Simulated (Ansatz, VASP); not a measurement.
**Cd in VASP and in Ansatz**

```
Cd
1.0
     3.06157    0.00000    0.00000
    -1.53078    2.65139    0.00000
     0.00000    0.00000    5.59178
Cd
2
Direct
  0.33333 0.66667 0.25000
  0.66667 0.33333 0.75000
```

Alike in both runs: functional PBE; k mesh 14 × 14 × 8; occupations fermi-dirac, width 0.05 eV; no spin polarisation.

Ansatz relaxed the structure, and its values are those at the end. VASP's run is a single point on that final structure, the one shown.

|  | VASP | Ansatz |
| --- | --- | --- |
| version | VASP 6.6.1 | Ansatz 0.2.0 |
| potentials or method | VASP PAW PBE potentials, release 64 (Cd) | PAW with Ansatz's default frozen-core files, scalar-relativistic |
| plane-wave cutoff (eV) | 520 | 420 |
| valence electrons in the cell | 24 | 40 |

|  | VASP | Ansatz | Ansatz less VASP |
| --- | --- | --- | --- |
| pressure (GPa) | 0.3 | 0.0 | -0.26 |

The two sets of potentials don't hold the same shells in valence.
